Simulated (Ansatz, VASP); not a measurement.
## Two plane-wave programs on AlNi3

```
Ni Al
1.0
     3.52305    0.00000    0.00000
     0.00000    3.52305    0.00000
     0.00000    0.00000    3.52305
Ni Al
3 1
Direct
  0.50000 0.50000 0.00000
  0.50000 0.00000 0.50000
  0.00000 0.50000 0.50000
  0.00000 0.00000 0.00000
```

The cell is a database's computed one.

Alike in both runs: task relaxation of cell and atoms; functional PBEsol; k mesh 8 × 8 × 8; occupations fermi-dirac, width 0.05 eV; collinear spin, ferromagnetic start.

|  | VASP | Ansatz |
| --- | --- | --- |
| version | VASP 6.6.1 | Ansatz 0.2.0 |
| potentials or method | VASP PAW PBE potentials, release 64 (Ni, Al) | Ansatz PAW |
| plane-wave cutoff (eV) | 600 | 420 |
| valence electrons in the cell | 33 | 57 |

|  | VASP | Ansatz | Ansatz less VASP |
| --- | --- | --- | --- |
| gap on the k mesh at the Fermi level, each at its own relaxed structure (eV) | none | none | - |
| net moment per atom (μB) | 0.15 | 0.16 | +0.009 |
| size of the moment on the site where the two differ most (μB) | 0.22 | 0.24 | +0.022 |
| relaxed volume (Å³/atom) | 10.90 | 10.90 | -0.002 |
| relaxed cell length with the largest relative difference (Å) | 3.519 | 3.519 | -0.0002 |

Site moments also hang on the region over which each program counts them. A gap of «none» marks a metal or a gap that the smearing closes. The two sets of potentials don't hold the same shells in valence.

Caveats: the PAW data sets were made with another functional, which shifts forces and pressure a little (VASP); the plane-wave basis is chosen anew once the cell has moved, so the energies of steps on either side of that aren't comparable (Ansatz); the PAW data sets come from PBE, with cores solved anew for the run's functional, which leaves a small shift of forces and pressure (Ansatz).
